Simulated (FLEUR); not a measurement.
# Pb (P6_3/mmc) in FLEUR: notebook

Runs on Pb. Level: PBE. Tasks: equation of state.

Program: FLEUR MaX-R8.1 (later development tree). These are calculated values, not measurements. Logs are shortened: lines on timing, memory, paths and dates and some standing lists are left out, and cuts for length are marked.

### 1 The structure

The structure is hexagonal, space group P6_3/mmc (No. 194). Conventional cell: a = 3.480 Å, b = 3.480 Å, c = 5.590 Å, α = 90.00°, β = 90.00°, γ = 120.00°. Pb (site symmetry -6m2) is surrounded by 12 Pb at 3.44 to 3.48 Å.

This isn't the form of Pb at room conditions, which is fcc.

### 2 Equation of state, PBE, 27.55 Å³/atom (volume scaled by 0.94)

The input, inp.xml:

```xml
<?xml version="1.0" encoding="UTF-8" standalone="no"?>
<fleurInput fleurInputVersion="0.39">
   <comment>
      Pb                                                                                                  
   </comment>
   <calculationSetup>
      <cutoffs Kmax="4.1" Gmax="12.7" GmaxXC="12.7" numbands="0"/>
      <scfLoop itmax="60" minDistance="0.00001" maxIterBroyd="15" imix="Anderson" alpha="0.05" precondParam="0.0" spinf="2.0" sdNocoIR="T"/>
      <coreElectrons ctail="T" frcor="F" kcrel="0" coretail_lmax="0"/>
      <xcFunctional name="pbe" relativisticCorrections="F"/>
      <magnetism jspins="1"/>
      <soc l_soc="F" theta="0.0" phi="0.0" spav="F"/>
      <expertModes spex="0" secvar="F"/>
      <geometryOptimization l_f="F" forcealpha="1.0" forcemix="BFGS" epsdisp="0.0005" epsforce="0.0002"/>
      <ldaU l_linMix="F" mixParam="0.05" spinf="1.0"/>
   </calculationSetup>
   <cell>
      <bzIntegration valenceElectrons="40.0" mode="hist" fermiSmearingEnergy="0.00183747">
         <kPointListSelection listName="default-1"/>
         <!-- k-points included here -->
         <xi:include xmlns:xi="http://www.w3.org/2001/XInclude" href="kpts.xml"> </xi:include>
      </bzIntegration>
      <!-- symmetry operations included here -->
      <xi:include xmlns:xi="http://www.w3.org/2001/XInclude" href="sym.xml"> </xi:include>
      <bulkLattice scale="0.9795861087">
         <bravaisMatrix>
            <row-1>    6.5762469136079993     0.0000000000000000     0.0000000000000000</row-1>
            <row-2>   -3.2881234568039996     5.6951968888005178     0.0000000000000000</row-2>
            <row-3>    0.0000000000000000     0.0000000000000000    10.5635690365139983</row-3>
         </bravaisMatrix>
      </bulkLattice>
   </cell>
   <atomSpecies>
      <species name="Lead (Pb)" element="Pb" atomicNumber="82">
         <mtSphere radius="2.66" gridPoints="879" logIncrement="0.015"/>
         <atomicCutoffs lmax="11" lnonsphr="8"/>
         <electronConfig flipSpins="F">
            <coreConfig>(1s1/2) (2s1/2) (2p1/2) (2p3/2) (3s1/2) (3p1/2) (3p3/2) (4s1/2) (3d3/2) (3d5/2) (4p1/2) (4p3/2) (4d3/2) (4d5/2) (4f5/2) (4f7/2) (5s1/2)</coreConfig>
            <valenceConfig>(5p1/2) (5p3/2) (6s1/2) (5d3/2) (5d5/2) (6p1/2) (6p3/2)</valenceConfig>
            <stateOccupation state="(6p1/2)" spinUp="0.333333" spinDown="0.333333"/>
            <stateOccupation state="(6p3/2)" spinUp="0.666667" spinDown="0.666667"/>
         </electronConfig>
         <energyParameters s="6" p="6" d="5" f="5"/>
         <lo type="SCLO" l="1" n="5" eDeriv="0"/>
         <lo type="SCLO" l="1" n="5" eDeriv="1"/>
         <lo type="SCLO" l="0" n="6" eDeriv="2"/>
         <lo type="SCLO" l="2" n="5" eDeriv="2"/>
         <lo type="SCLO" l="3" n="5" eDeriv="2"/>
      </species>
   </atomSpecies>
   <atomGroups>
      <atomGroup species="Lead (Pb)">
         <relPos label="                   1">-1.000/3.000 1.000/3.000 -1.000/4.000</relPos>
         <relPos label="                   2">1.000/3.000 -1.000/3.000 1.000/4.000</relPos>
         <force calculate="T" relaxXYZ="TTT"/>
      </atomGroup>
   </atomGroups>
   <output dos="F" band="F" slice="F">
      <checks vchk="F" cdinf="F"/>
      <bandDOS minEnergy="-.5*Htr" maxEnergy="0.5*Htr" sigma="0.015" storeEVData="T"/>
      <vacuumDOS vacdos="F" integ="F" star="F" nstars="0" locx1="0.0" locy1="0.0" locx2="0.0" locy2="0.0" nstm="0" tworkf="0.0"/>
      <unfoldingBand unfoldBand="F" supercellX="1" supercellY="1" supercellZ="1"/>
      <plotting iplot="0" polar="F">
         <plot TwoD="T" vec1="  1.0  0.0  0.0" vec2="  0.0  1.0  0.0" vec3="  0.0  0.0  1.0" zero="  0.0  0.0  0.0" file="plot"/>
      </plotting>
      <chargeDensitySlicing numkpt="0" minEigenval="0.0" maxEigenval="0.0" nnne="0" pallst="F"/>
      <specialOutput eonly="F"/>
      <moessbauerParams electricFieldGradient="T" isomerShift="T" coreHyperfine="T" valenceHyperfine="T"/>
      <magneticCircularDichroism mcd="F" energyLo="-10.0" energyUp="0.0"/>
   </output>
  <!-- We include the file relax.xml here to enable relaxations (see documentation) -->
  <xi:include xmlns:xi="http://www.w3.org/2001/XInclude" href="relax.xml"> <xi:fallback/> </xi:include>
</fleurInput>
```

Potentials or basis: all-electron, FLAPW.

Launch:

```sh
$ inpgen -f crystal.txt -profile fastHighL
$ # inp.xml edited to the form shown
$ fleur_MPI
```

The log of the run:

```text
Welcome to FLEUR        (www.flapw.de)
      MaX-Release 8.1          (www.max-centre.eu)

 ========== k-point set info ==========
 Selected k-point list: default-1
 k-point list type: mesh
 9 x 9 x 5
 Number of k points: 36

 ------------Calculation Setup---------------------------
 Number of MPI-tasks      :            1
 Number of PE/node        :            1
 Number of OMP-threads    :            1
 Most efficient MPI parallelization for:
           1           2           3           4           6           9          12          18          36
 Additional eigenvalue parallelization possible
 Number of basis functions:          522
 Approximate size of matrices (H+S) per k-point:         0.004 GB
 --------------------------------------------------------
 Iteration:     1   Distance:      11.35820638 me/bohr^3
 Iteration:     2   Distance:      10.68758932 me/bohr^3
 Iteration:     3   Distance:       3.38940310 me/bohr^3
 Iteration:     4   Distance:       0.25224507 me/bohr^3
 Iteration:     5   Distance:       0.25001216 me/bohr^3
 Iteration:     6   Distance:       0.04774245 me/bohr^3
 Iteration:     7   Distance:       0.00338936 me/bohr^3
 Iteration:     8   Distance:       0.00324748 me/bohr^3
 Iteration:     9   Distance:       0.00039231 me/bohr^3
 Iteration:    10   Distance:       0.00006543 me/bohr^3
 Iteration:    11   Distance:       0.00004799 me/bohr^3
 Iteration:    12   Distance:       0.00000227 me/bohr^3

 ********************************************************************
 Run finished successfully
 Stop message:
   all done
 ********************************************************************
```

out.xml (last iteration):

```text
<iteration numberForCurrentRun="   12" overallNumber="   12">
         <energyParameters units="Htr">
            <atomicEP atomType="1" spin="1" branch="6s" branchLowest="-4.79" branchHighest="0.65" value="0.0095688680"/>
            <atomicEP atomType="1" spin="1" branch="6p" branchLowest="-2.65" branchHighest="1.48" value="0.2864531840"/>
            <atomicEP atomType="1" spin="1" branch="5d" branchLowest="-14.25" branchHighest="-0.22" value="-0.2502207249"/>
            <atomicEP atomType="1" spin="1" branch="5f" branchLowest="-4.39" branchHighest="1.94" value="0.6236313566"/>
            <loAtomicEP atomType="1" spin="1" branch="5p" branchLowest="-23.18" branchHighest="-2.65" value="-2.7181843059"/>
            <loAtomicEP atomType="1" spin="1" branch="5p" branchLowest="-23.18" branchHighest="-2.65" value="-2.7181843059"/>
            <loAtomicEP atomType="1" spin="1" branch="6s" branchLowest="-4.79" branchHighest="0.65" value="0.0095688680"/>
            <loAtomicEP atomType="1" spin="1" branch="5d" branchLowest="-14.25" branchHighest="-0.22" value="-0.2816866601"/>
            <loAtomicEP atomType="1" spin="1" branch="5f" branchLowest="-4.39" branchHighest="1.94" value="0.6236188700"/>
         </energyParameters>
         <eigenvalues>
            <eigenvaluesAt spin="1" ikpt="1" k_x="0.00000000" k_y="0.00000000" k_z="0.00000000">
                      -2.6534493054       -2.6534493054       -2.6534085845       -2.6534085845       -2.6528407457
                      -2.6526232090       -0.2925412311       -0.2898672573       -0.2898431484       -0.2898431484
                      -0.2887065039       -0.2887065039       -0.2864224777       -0.2864224777       -0.2778041784
                      -0.2778041784       -0.1171333793        0.0441334069        0.1696748144        0.5581094884
                       0.5581094884        0.6333805104        0.6333805104        0.6605906162        0.6753574376
                       0.6754718826        0.7689613104        0.8159542217        0.8159542218        0.8301923616
                       0.8368765404
            </eigenvaluesAt>
            <eigenvaluesAt spin="1" ikpt="2" k_x="0.00000000" k_y="0.00000000" k_z="0.20000000">
                      -2.6534454535       -2.6534454535       -2.6534125477       -2.6534125477       -2.6528199982
                      -2.6526442024       -0.2921540441       -0.2905021369       -0.2905021369       -0.2899618672
                      -0.2891823269       -0.2891823269       -0.2848335232       -0.2848335232       -0.2782600617
                      -0.2782600617       -0.1091056424        0.0077236483        0.2225813964        0.5645290588
                       0.5645290588        0.5731630176        0.6259487326        0.6259487326        0.6768988097
                       0.6779322709        0.7551856576        0.7920795712        0.7970879131        0.7970879131
                       0.8160132659
            </eigenvaluesAt>
            <eigenvaluesAt spin="1" ikpt="3" k_x="0.00000000" k_y="0.00000000" k_z="0.40000000">
                      -2.6534353445       -2.6534353445       -2.6534227840       -2.6534227840       -2.6527657793
                      -2.6526985756       -0.2912501660       -0.2908016567       -0.2908016567       -0.2903924473
                      -0.2901699431       -0.2901699431       -0.2820956338       -0.2820956338       -0.2797125935
                      -0.2797125935       -0.0848325633       -0.0445961930        0.3240006175        0.4442609685
                       0.5822658607        0.5822658607        0.6059849722        0.6059849722        0.6806488005
                       0.6819745352        0.7432212852        0.7560614451        0.7844305367        0.7844305368
                       0.7924524383
            </eigenvaluesAt>
            <eigenvaluesAt spin="1" ikpt="4" k_x="0.00000000" k_y="0.11111111" k_z="0.00000000">
                      -2.6534649507       -2.6534547999       -2.6534257181       -2.6534122556       -2.6528335632
                      -2.6526277542       -0.2924243308       -0.2906700356       -0.2886969932       -0.2885151909
                      -0.2879307688       -0.2874322669       -0.2870911740       -0.2869655208       -0.2787938651
                      -0.2775965611       -0.1086526806        0.0503193653        0.1797881891        0.4753898889
                       0.5251873957        0.5771263807        0.6443765946        0.6486796710        0.6735344786
                       0.7196402937        0.7371426322        0.7683741101        0.8073816003        0.8131439946
                       0.8181849853
            </eigenvaluesAt>
         </eigenvalues>
         <bandgap value="0.1522438379" units="eV"/>
         <sumValenceSingleParticleEnergies value="-36.3939400281" units="Htr"/>
         <FermiEnergy value="0.3394717885" units="Htr"/>
         <valenceDensity>
            <mtCharges spin="1">
               <mtCharge atomType="1" total="18.0833985" s="1.4125074" p="6.8234231" d="9.8332863" f="0.0127003"/>
            </mtCharges>
            <spinDependentCharge spin="1" total="40.0000000" interstitial="3.8332030" mtSpheres="36.1667970"/>
            <totalCharge value="39.9999999999"/>
         </valenceDensity>
         <coreStates atomType="     1" atomicNumber=" 82" spin="1" kinEnergy="  24108.4258212592" eigValSum=" -12918.4294352559" lostElectrons=" 0.000046">
            <state n="1" l="0" j="0.5" energy="-3232.8279160557" weight="1.0000000000"/>
            <state n="2" l="0" j="0.5" energy="-577.3242911002" weight="1.0000000000"/>
            <state n="2" l="1" j="0.5" energy="-554.3228374642" weight="1.0000000000"/>
            <state n="2" l="1" j="1.5" energy="-473.8404722673" weight="2.0000000000"/>
            <state n="3" l="0" j="0.5" energy="-138.2068427489" weight="1.0000000000"/>
            <state n="3" l="1" j="0.5" energy="-127.8449042843" weight="1.0000000000"/>
[... 9 lines left out ...]
            <state n="4" l="3" j="3.5" energy="-4.3078056740" weight="4.0000000000"/>
            <state n="5" l="0" j="0.5" energy="-4.7951163603" weight="1.0000000000"/>
         </coreStates>
         <allElectronCharges>
            <spinDependentCharge spin="1" total="164.0000000" interstitial="3.8332949" mtSpheres="160.1667051"/>
            <totalCharge value="164.0000000020"/>
         </allElectronCharges>
         <moessbauerParams unitsHFF="kG" unitsIS="e/bohr^3" unitsEFG="Htr/bohr^2">
            <coreIsomerShift atomType="1" isTotal="2990758.72819">
               <shell n="1" l="0" isomerShift="2456519.30822"/>
               <shell n="2" l="0" isomerShift="379129.68398"/>
               <shell n="2" l="1" isomerShift="30103.44615"/>
               <shell n="3" l="0" isomerShift="87671.82903"/>
               <shell n="3" l="1" isomerShift="7816.60478"/>
               <shell n="4" l="0" isomerShift="22673.57144"/>
               <shell n="3" l="2" isomerShift="0.00328"/>
               <shell n="4" l="1" isomerShift="1997.27672"/>
               <shell n="4" l="2" isomerShift="0.00091"/>
               <shell n="4" l="3" isomerShift="0.00000"/>
               <shell n="5" l="0" isomerShift="4847.00368"/>
            </coreIsomerShift>
            <isomerShift atomType="1" nucleusRadius="0.0001398" averageDensity="2991312.54007"/>
            <electricFieldGradient atomType="1" VXX="0.66257" VYY="0.66257" VZZ="-1.32514" asymParam="0.00000">
            </electricFieldGradient>
         </moessbauerParams>
         <totalEnergy                                    value="   -41856.5431044413" units="Htr">
            <sumOfEigenvalues                            value="   -25873.2528105399">
               <coreElectrons value="-25836.8588705119"/>
               <valenceElectrons value="-36.3939400281"/>
            </sumOfEigenvalues>
            <densityCoulombPotentialIntegral value="-73584.3809165979"/>
            <densityEffectivePotentialIntegral value="-74606.1822243028"/>
            <chargeDenXCDenIntegral value="-780.6796704508"/>
            <FockExchangeEnergyValence value="0.0000000000"/>
            <FockExchangeEnergyCore value="0.0000000000"/>
            <atomTypeDependentContributions atomType="1">
               <electronNucleiInteractionDifferentMTs value="52933.9654579028"/>
               <MadelungTerm value="-82.6369315517"/>
            </atomTypeDependentContributions>
            <tkbTimesEntropy value="0.0003119674"/>
            <freeEnergy value="-41856.5434164087"/>
            <extrapolationTo0K value="-41856.5432604250"/>
         </totalEnergy>
         <densityConvergence units="me/bohr^3">
            <chargeDensity spin="1" distance="0.0000022705"/>
         </densityConvergence>
      </iteration>
```

Wall time 32 s (1 thread of Arm Neoverse V2, shared host); peak memory 0.08 GiB.

Results:

```
Free energy                                           : -1138974.5698 eV
Band gap on the k mesh                                : none (metal or under the smearing width)
Valence electrons inside the program's atomic spheres : Pb 18.08 (radii Pb 2.66 bohr)
```

### 3 Equation of state, PBE, 28.14 Å³/atom (volume scaled by 0.96)

inp.xml: that of step 2 with these lines changed.

```diff
@@ -24,3 +24,3 @@
       <xi:include xmlns:xi="http://www.w3.org/2001/XInclude" href="sym.xml"> </xi:include>
-      <bulkLattice scale="0.9795861087">
+      <bulkLattice scale="0.9864848297">
          <bravaisMatrix>
```

Potentials or basis: all-electron, FLAPW.

Launch:

```sh
$ inpgen -f crystal.txt -profile fastHighL
$ # inp.xml edited to the form shown
$ fleur_MPI
```

Run time: 34 s. Hardware: 1 thread of Arm Neoverse V2, shared host; peak memory 0.08 GiB.

It converged, with:

- Free energy: -1138974.6247 eV
- Band gap on the k mesh: none (metal or under the smearing width)
- Valence electrons inside the program's atomic spheres: Pb 18.07 (radii Pb 2.66 bohr)

### 4 Equation of state, PBE, 28.73 Å³/atom (volume scaled by 0.98)

inp.xml: that of step 3 with these lines changed.

```diff
@@ -24,3 +24,3 @@
       <xi:include xmlns:xi="http://www.w3.org/2001/XInclude" href="sym.xml"> </xi:include>
-      <bulkLattice scale="0.9864848297">
+      <bulkLattice scale="0.9932883884">
          <bravaisMatrix>
```

Launch:

```sh
$ inpgen -f crystal.txt -profile fastHighL
$ # inp.xml edited to the form shown
$ fleur_MPI
```

Run time: 35 s. Hardware: 1 thread of Arm Neoverse V2, shared host; peak memory 0.08 GiB.

Results (log left out):

* Free energy: -1138974.6690 eV
* Band gap on the k mesh: none (metal or under the smearing width)
* Valence electrons inside the program's atomic spheres: Pb 18.05 (radii Pb 2.66 bohr)

### 5 Equation of state, PBE, 29.31 Å³/atom

inp.xml: that of step 4 with these lines changed.

```diff
@@ -24,3 +24,3 @@
       <xi:include xmlns:xi="http://www.w3.org/2001/XInclude" href="sym.xml"> </xi:include>
-      <bulkLattice scale="0.9932883884">
+      <bulkLattice scale="1.0000000000">
          <bravaisMatrix>
```

Launch:

```sh
$ inpgen -f crystal.txt -profile fastHighL
$ # inp.xml edited to the form shown
$ fleur_MPI
```

Wall time 35 s (1 thread of Arm Neoverse V2, shared host); peak memory 0.08 GiB.

The run converged. Its results:

```
Free energy                                           : -1138974.7040 eV
Band gap on the k mesh                                : none (metal or under the smearing width)
Valence electrons inside the program's atomic spheres : Pb 18.04 (radii Pb 2.66 bohr)
```

### 6 Equation of state, PBE, 29.90 Å³/atom (volume scaled by 1.02)

inp.xml: that of step 5 with these lines changed.

```diff
@@ -24,3 +24,3 @@
       <xi:include xmlns:xi="http://www.w3.org/2001/XInclude" href="sym.xml"> </xi:include>
-      <bulkLattice scale="1.0000000000">
+      <bulkLattice scale="1.0066227096">
          <bravaisMatrix>
```

Potentials or basis: all-electron, FLAPW.

Launch:

```sh
$ inpgen -f crystal.txt -profile fastHighL
$ # inp.xml edited to the form shown
$ fleur_MPI
```

It took 37 s on 1 thread of Arm Neoverse V2, shared host; peak memory 0.08 GiB.

The run converged. Its results:

```
Free energy                                           : -1138974.7306 eV
Band gap on the k mesh                                : none (metal or under the smearing width)
Valence electrons inside the program's atomic spheres : Pb 18.03 (radii Pb 2.66 bohr)
```

### 7 Equation of state, PBE, 30.49 Å³/atom (volume scaled by 1.04)

inp.xml: that of step 6 with these lines changed.

```diff
@@ -24,3 +24,3 @@
       <xi:include xmlns:xi="http://www.w3.org/2001/XInclude" href="sym.xml"> </xi:include>
-      <bulkLattice scale="1.0066227096">
+      <bulkLattice scale="1.0131594038">
          <bravaisMatrix>
```

Launch:

```sh
$ inpgen -f crystal.txt -profile fastHighL
$ # inp.xml edited to the form shown
$ fleur_MPI
```

It took 37 s on 1 thread of Arm Neoverse V2, shared host; peak memory 0.08 GiB.

The run converged. Its results:

```yaml
Free_energy: -1138974.7499 eV
Band_gap_on_the_k_mesh: none (metal or under the smearing width)
Valence_electrons_inside_the_program's_atomic_spheres: Pb 18.02 (radii Pb 2.66 bohr)
```

### 8 Equation of state, PBE, 31.07 Å³/atom (volume scaled by 1.06)

inp.xml: that of step 7 with these lines changed.

```diff
@@ -24,3 +24,3 @@
       <xi:include xmlns:xi="http://www.w3.org/2001/XInclude" href="sym.xml"> </xi:include>
-      <bulkLattice scale="1.0131594038">
+      <bulkLattice scale="1.0196128224">
          <bravaisMatrix>
```

Launch:

```sh
$ inpgen -f crystal.txt -profile fastHighL
$ # inp.xml edited to the form shown
$ fleur_MPI
```

Run time: 38 s. Hardware: 1 thread of Arm Neoverse V2, shared host; peak memory 0.08 GiB.

Results (log left out):

* Free energy: -1138974.7626 eV
* Band gap on the k mesh: none (metal or under the smearing width)
* Valence electrons inside the program's atomic spheres: Pb 18.01 (radii Pb 2.66 bohr)

### 9 Equation of state, PBE

Potentials or basis: all-electron, FLAPW.

No new run: the results of the series are fitted here.

Results:

| Item | Value |
| --- | --- |
| Equilibrium volume | 32.17 Å³/atom (rough: see the caveat) |
| Bulk modulus at fixed shape and positions | 35 GPa (rough) |

Energy against volume, from the lowest point:
| volume (Å³/atom) | energy (meV/atom) |
| --- | --- |
| 27.555 | 96.39 |
| 28.141 | 68.97 |
| 28.727 | 46.79 |
| 29.314 | 29.33 |
| 29.900 | 16.01 |
| 30.486 | 6.37 |
| 31.073 | 0.00 |

Caveat: the minimum lies outside the volumes run; the cell was scaled at fixed shape and fractional positions, which overstates the stiffness of a crystal with free parameters, most of all of layers and chains.
